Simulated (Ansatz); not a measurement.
# Stack of 1T-PtSe2 under 1T-SnSSe, upper layer turned by 180° in a perpendicular field

What dipole does a perpendicular field induce in the stack of 1T-PtSe2 under 1T-SnSSe, upper layer turned by 180°, and does the gap follow? A positive field points along +c.

Main program and level: Ansatz 0.2.0; plane-wave DFT, PBE-D3(BJ), Ansatz PAW.

Report form: the programs' logs are mostly left out.

**1. The structure**

The cell holds 6 atoms: 3 Se, 1 Pt, 1 Sn and 1 S. Its edges and angles: a = 3.768 Å, b = 3.768 Å, c = 45.816 Å, α = 90.0°, β = 90.0°, γ = 120.0°. Regions: layer 1: 1T-PtSe2, 3 atoms (2 Se and 1 Pt); layer 2: 1T-SnSSe, 3 atoms (1 Se, 1 Sn and 1 S). Vacuum lies along c.

**2. Relaxing the slab**

The starting cell is a guess, so the in-plane lattice and the atoms are relaxed first, with the slab cut off from its images along the normal.

input.yaml reads:

```yaml
crystal:
  lattice:
    - [3.7675, 0.0, 0.0]
    - [-1.88375, 3.2627507088, 0.0]
    - [0.0, 0.0, 45.8155888172]
  atoms:
    - { symbol: Se, position: [0.6666666667, 0.3333333333, 0.4190713357] }
    - { symbol: Pt, position: [0.0, 0.0, 0.4438196567] }
    - { symbol: Se, position: [0.3333333333, 0.6666666667, 0.4685679776] }
    - { symbol: Se, position: [0.6666666667, 0.3333333333, 0.536230537] }
    - { symbol: Sn, position: [0.3333333333, 0.6666666667, 0.5614063311] }
    - { symbol: S, position: [0.0, 0.0, 0.5809286643] }
  periodic: [true, true, false]
kpoints:
  mp_grid: { grid: [12, 12, 1] }
hamiltonian:
  xc: pbe
  dispersion: d3bj
scf:
  occupations: { method: fermi_dirac, width: 0.05 }
  convergence: { dr2_threshold: 1.0e-09 }
relax:
  f_tol: 0.004
  max_steps: 90
  cell: {}
output:
  write_potential: true
  write_density: true
  volumetric_format: npy
```

Launch:

```console
$ ansatz run input.yaml --threads 2 --pin off --max-ram 3072MiB --backend cpu --events-out ev --progress --plain --runs-dir out
```

Elapsed: 9.9 min, on 2 threads of Intel Xeon at 2.50GHz (Skylake/Cascade Lake), shared host; peak memory 1.1 GiB.

Relaxation path:

```tsv
step	energy less that of the first step (eV)	largest force component (eV/Å)	volume (Å³)
1	0.0000	5.4598	563.18
2	-1.9665	3.3933	572.54
3	-2.8192	1.4254	571.27
4	-3.0096	0.1992	564.40
5	-3.0246	0.1413	557.54
6	-3.0270	0.0379	555.76
7	-3.0273	0.0229	554.48
8	-3.0273	0.0005	554.86
9*	-3.0269	0.0005	554.86
```

Relaxation steps marked * repeat the geometry before them on a plane-wave basis chosen anew for their cell, so energy and pressure can jump there.

The run keeps the 6 symmetry operations that it works with, so distortions that break them were not tested.

```tsv
cell as run	before	after	change
a (Å)	3.768	3.740	-0.7 %
b (Å)	3.768	3.740	-0.7 %
```

The atoms that moved most (Å, along periodic axes as changes of fractional coordinates times the final cell, across vacuum about the mean position):

```tsv
atom	dx	dy	dz	length
S6	0.000	0.000	0.698	0.698
Se4	0.000	0.000	-0.341	0.341
Se1	0.000	0.000	-0.336	0.336
Pt2	0.000	0.000	-0.155	0.155
Sn5	0.000	0.000	0.133	0.133
```

Final coordinates:

```xyz
6
Lattice="3.7395 0.0000 0.0000 -1.8698 3.2385 0.0000 0.0000 0.0000 45.8156" Properties=species:S:1:pos:R:3
Se    1.8698    1.0795   18.8644
Pt    0.0000    0.0000   20.1786
Se    0.0000    2.1590   21.4687
Se    1.8698    1.0795   24.2269
Sn    0.0000    2.1590   25.8537
S     0.0000    0.0000   27.3137
```

Numbers from this step:

```
energy at zero smearing : -35860.6558 eV
```

The lattice constant a goes from 3.768 to 3.740 Å.

**3. Single point, field 0, start network**

A sawtooth potential applies the field, turning back in the middle of the vacuum. With the dipole correction the typed value is the field outside the slab. The induced dipole is small, so the SCF threshold is tight.

The cell differs from the one that the last finished run ended in (c 45.816 → 26.449 Å).

input.yaml reads:

```yaml
crystal:
  lattice:
    - [3.7395384499, 0.0, 0.0]
    - [-1.8697692249, 3.238535296, 0.0]
    - [0.0, 0.0, 26.4493225516]
  atoms:
    - { symbol: Se, position: [0.6666666667, 0.3333333333, 0.3402733655] }
    - { symbol: Pt, position: [0.0, 0.0, 0.3899639042] }
    - { symbol: Se, position: [0.3333333333, 0.6666666667, 0.4387399943] }
    - { symbol: Se, position: [0.6666666667, 0.3333333333, 0.5430227002] }
    - { symbol: Sn, position: [0.3333333333, 0.6666666667, 0.6045273231] }
    - { symbol: S, position: [0.0, 0.0, 0.6597266345] }
kpoints:
  mp_grid: { grid: [12, 12, 1] }
  band_path:
    path: [[0, 0, 0], [0.5, 0, 0], [0.33333333, 0.33333333, 0], [0, 0, 0]]
    npoints: 16
hamiltonian:
  xc: pbe
  dispersion: d3bj
scf:
  occupations: { method: fermi_dirac, width: 0.02585 }
  convergence: { dr2_threshold: 1.0e-10 }
efield:
  axis: 3
  dipole_correction: true
  ramp_position: 0.97
  ramp_width: 0.06
  amplitude: 0
output:
  dos: { projected: true, e_range: [-6, 5] }
  write_potential: true
  write_density: true
  volumetric_format: npy
  elf: true
```

Run time: 70 s. Hardware: 2 threads; peak memory 0.91 GiB; 2.3 min of CPU time.

This step gave:

- energy at zero smearing: -35860.6581 eV
- dipole along the normal: -0.008127 e·Å
- gap along the path: 0.1619 eV
- smallest direct gap along the path: 1.260 eV
- step between the vacuum levels: 0.1214 eV
- ionisation energy, upper face: 5.584 eV
- electron affinity, upper face: 5.422 eV
- ionisation energy, lower face: 5.463 eV
- gap, the smaller of path and mesh: 0.1619 eV

Running mean over a fixed 2.8 Å (it still follows the layers) of the planar mean; the ramp of the sawtooth is left out. The electron's electrostatic potential energy less the Fermi level by z:

```tsv
z (Å)	electron's electrostatic potential energy less the Fermi level (eV)
4	5.38
5	5.37
6	5.33
7	4.48
8	1.53
9	-3.81
10	-7.51
11	-6.93
12	-1.88
13	0.146
14	-0.946
15	-3.07
16	-4.21
17	-3.27
18	-0.462
19	3.47
20	5.37
21	5.49
22	5.50
23	5.50
```

The density of states has structure finer than the step of the table below, so its rows give means over 0.25 eV, whole bins alone (the curve runs from -6 to 2.05 eV). Peaks (eV: height): -5.450: 10.1, -5.260: 22.1, -5.010: 12.7, -2.610: 18.2, -1.890: 13.2, -1.780: 10.8, -1.120: 9.48.

Table of density of states by energy, zero at the Fermi level of the run, which the smearing sets inside the gap; means over each step:

```tsv
energy (eV)	density of states (states/eV a cell)
-5.75	1.81
-5.50	3.44
-5.25	8.10
-5.00	7.08
-4.75	2.99
-4.50	3.55
-4.25	4.22
-4.00	5.01
-3.75	5.39
-3.50	5.55
-3.25	5.46
-3.00	2.89
-2.75	4.84
-2.50	7.47
-2.25	3.68
-2.00	7.21
-1.75	5.63
-1.50	6.12
-1.25	4.17
-1.00	5.09
-0.75	3.11
-0.50	3.51
-0.25	2.17
0.00	0.228
0.25	0.658
0.50	0.906
0.75	1.23
1.00	2.84
1.25	2.31
1.50	5.19
1.75	3.04
```

Projected DOS per atom over height of the atomic layer and energy from the Fermi level. Layers: Se Pt Se Se Sn S from below.

Ten even steps from '0' (0.0 states/eV) to '9' (4.3 states/eV), each cell a mean:
```
323000
222010
000011
000010
000000
000000
102000
312000
212201
221302
121304
121203
191102
020101
030213
151112
251101
121111
121000
383111
141000
111000
```
Columns: height of the atomic layer (Å) from 9 to 17.4 (not evenly spaced); rows upwards: energy from the Fermi level (eV) from -5.96 to 2.05.

Electronic bands along the path, in eV, zero at the Fermi level of the run, which the smearing sets inside the gap:

```tsv
point	band 40	band 41	band 42	band 43	band 44	band 45	band 46	band 47
Γ	-0.89	-0.67	-0.40	-0.40	1.25	2.57	2.57	2.58
halfway	-1.12	-0.94	-0.72	-0.39	1.01	1.31	2.17	3.63
M	-2.25	-2.12	-1.30	-1.23	0.07	2.02	2.32	3.32
halfway	-2.01	-1.82	-1.47	-1.13	0.79	1.62	1.97	4.36
K	-1.93	-1.83	-1.39	-1.27	0.97	1.56	1.71	4.34
halfway	-1.55	-1.24	-0.95	-0.26	1.26	1.54	1.66	4.13
Γ	-0.89	-0.67	-0.40	-0.40	1.25	2.57	2.57	2.58
```

Electrostatic potential energy in the ca plane at fractional y = 0.000, with atoms of Pt and S within 0.2 Å of it. With pseudopotentials it is smooth inside the atoms' cores, unlike the true potential.

Ten even steps from '0' (-39 eV) to '9' (7 eV), each cell a mean:
```
99999840000589999999999998501038999999999999
99999973002799999999999998742369999999999999
99999887667889999999998888887889999999999999
99998888888888999998888777889999999999999999
99988788998878899988788766789999999999999999
99998888998888999988888767889999999999999999
99999888888888999998888878888899999999999999
99999985335899999999999888865689999999999999
99999860000689999999999998610148999999999999
99999830000489999999999998402127999999999999
```
Columns run along c (16.0 Å, from fractional 0.27 to 0.88 of the cell; values clipped at the 3rd and 97th percentile), rows up along a (3.7 Å). Atoms in or near the plane, at fractional coordinates: Pt at (0.39, 0.00), S at (0.66, 0.00).

ELF in the ca plane at fractional y = 0.000, with atoms of Pt and S within 0.2 Å of it. It is the smooth field of the valence electrons, not physical close to the nuclei.

Ten even steps from '0' (0.00) to '9' (0.92), each cell a mean:
```
00001246776431000000000026862599963100000000
00012234554322100011211125888999852100000000
01234443333444210145543223578887521000000000
23566653223566520367775322344432100000000000
35677653113566521378886322221000000000000000
24676653223566520367775322222210000000000000
12455543223455310256664322466665310000000000
00123333443332100123332124788998642000000000
00001235665321000000000025886799863100000000
00001357777531000000000026850399974100000000
```
Columns run along c (16.0 Å, from fractional 0.27 to 0.88 of the cell), rows up along a (3.7 Å). Atoms in or near the plane, at fractional coordinates: Pt at (0.39, 0.00), S at (0.66, 0.00).

Valence density in the ca plane at fractional y = 0.000, with atoms of Pt and S within 0.2 Å of it. It is the smooth field of the valence electrons, not physical close to the nuclei.

Ten steps, logarithmic in the rise over the least value, from '0' (0 e/Å³) to '9' (11 e/Å³), each cell a mean:
```
12589985210000000001134545431000000000000000
12357764210000011111123444320000000000000000
12334433211000112221222333210000000000000000
22222222221111223222222221100000000000000000
23222222322111233333322110000000000000000000
23222222322111233332222111000000000000000000
22233332221101122222222222100000000000000000
12346653211000111111123444310000000000000000
12478974210000000001124545421000000000000000
12589985310000000000134424431000000000000000
```
Columns run along c (16.0 Å, from fractional 0.33 to 0.93 of the cell), rows up along a (3.7 Å). Atoms in or near the plane, at fractional coordinates: Pt at (0.39, 0.00), S at (0.66, 0.00).

The gap is 0.16 eV, with the valence edge 5.58 eV and the conduction edge 5.42 eV under the upper vacuum level. Spin-orbit coupling, left out in this run, matters for the bands of elements this heavy.

**4. Single point, field 0.1 V/Å**

Edit input.yaml of step 3 so:

```diff
@@ -26,7 +26,6 @@
   dipole_correction: true
-  ramp_position: 0.97
-  ramp_width: 0.06
-  amplitude: 0
+  ramp_position: 0.9527
+  ramp_width: 0.0888
+  amplitude: 0.1
 output:
-  dos: { projected: true, e_range: [-6, 5] }
   write_potential: true
@@ -34,2 +33 @@
   volumetric_format: npy
-  elf: true
```

Elapsed: 73 s, on 2 threads; peak memory 0.8 GiB.

The dipole is 0.0593 e·Å, 0.0674 e·Å from its value without field, and the gap 0.198 eV.

**5. Atoms held, field -0.1 V/Å**

Edit input.yaml of step 4 so:

```diff
@@ -28,3 +28,3 @@
   ramp_width: 0.0888
-  amplitude: 0.1
+  amplitude: -0.1
 output:
```

It took 74 s on 2 threads; peak memory 0.8 GiB; 2.4 min of CPU time.

The dipole is -0.0758 e·Å, -0.0677 e·Å from its value without field, and the gap 0.129 eV.

**6. Response, atoms held**

This step: plane-wave DFT, PBE-D3(BJ), Ansatz PAW; response to a field along the normal, atoms held (Ansatz 0.2.0).

The dipoles give the slope, and the difference of two potentials shows where the field is screened.

Numbers from this step:

* equivalent conductor thickness p/(ε₀AE): 10.09 Å
* distance between the outer atoms: 8.449 Å

Dipole of the cell against applied field:

```tsv
applied field (V/Å)	dipole of the cell (e·Å)
-0.1000	-0.0758
0.0000	-0.00813
0.1000	0.0593
```

Local field over the applied field, running mean. From the potentials at -0.1 and 0.1 V/Å; running mean over 2.8 Å. The local field over applied field by z:

z (Å), local field over applied field and a bar:
```
      4.5      0.997 ##############################
      5.0      0.993 ##############################
      5.5      0.980 #############################
      6.0      0.951 #############################
      6.5      0.885 ###########################
      7.0      0.771 #######################
      7.5      0.623 ###################
      8.0      0.460 ##############
      8.5      0.299 #########
      9.0      0.163 ####
      9.5      0.071 ##
     10.0      0.025 
     10.5      0.016 
     11.0      0.034 #
     11.5      0.067 ##
     12.0      0.101 ###
     12.5      0.122 ###
     13.0      0.129 ###
     13.5      0.116 ###
     14.0      0.091 ##
     14.5      0.067 ##
     15.0      0.050 #
     15.5      0.039 #
     16.0      0.041 #
     16.5      0.069 ##
     17.0      0.126 ###
     17.5      0.226 ######
     18.0      0.367 ###########
     18.5      0.532 ################
     19.0      0.692 #####################
     19.5      0.831 #########################
     20.0      0.926 ############################
     20.5      0.972 #############################
     21.0      0.990 ##############################
     21.5      0.997 ##############################
     22.0      0.999 ##############################
```

Electrons, planar mean, per unit field. Table of induced electron density by z:

```tsv
z (Å)	induced electron density (e/Å³ per V/Å)
5	2.7e-5
6	2.0e-4
7	0.00123
8	0.00329
9	0.00105
10	-1.4e-4
11	5.1e-5
12	-7.8e-4
13	1.1e-4
14	6.7e-4
15	-1.5e-4
16	1.5e-4
17	-5.0e-4
18	-0.00259
19	-0.00197
20	-3.0e-4
21	-3.2e-5
22	-2.9e-6
```

The smaller of the gaps on the path and on the k-mesh, counted as 0 under 0.03 eV. Gap against applied field:

```tsv
applied field (V/Å)	gap (eV)
-0.1000	0.129
0.0000	0.162
0.1000	0.198
```

By hand: between -0.1 and 0.1 V/Å the dipole changes by 0.1351 e·Å, a slope of 0.6754 e·Å²/V. A perfect conductor of thickness t has p = ε₀AEt, so t = 180.95 × 0.6754 / 12.111 = 10.09 Å (e/ε₀ = 180.95 V·Å, A in Å²).

The induced dipole is that of a conductor 10.09 Å thick.

**7. Results**

| Quantity | Value |
| --- | --- |
| gap without field | 0.162 eV |
| ionisation energy, upper face | 5.58 eV |
| electron affinity, upper face | 5.42 eV |
| step between the vacuum levels | 0.121 eV |
| equivalent conductor thickness, atoms held | 10.1 Å |

What this shows: The induced dipole equals that of a perfect conductor 10.09 Å thick, while the outer atoms lie 8.45 Å apart; an out-of-plane ε follows only once a thickness t is chosen, by 1 − 1/ε = 10.09 Å / t. The two faces differ: the vacuum level above lies 0.12 eV higher than the one below. The gap goes from 0.16 eV to 0.13 eV at -0.1 V/Å. Semilocal functionals give gaps that are too small, and excitons are not included. Spin-orbit coupling is left out, which matters for the bands of elements this heavy.

[Logs are printed without paths, hosts, clocks, repeated set-up lines and the standing remarks that a program may print on its own settings, such as how far it seeks lower states.]

[Hosts, paths, dates, database ids (printed as entryN), source tags and the programs' standing remarks are cut or masked in the printed files.]

[Maps of the electrostatic potential energy from Ansatz leave out the sawtooth potential of an applied field or a dipole correction, so their vacuum need not be flat; planar profiles and work functions include it.]

[The density of states shown here was stored with 400 of the rows of the run's finer table, so its peaks can read low, often by over a quarter, or be missed, and its means over a window can be off by a tenth or more.]
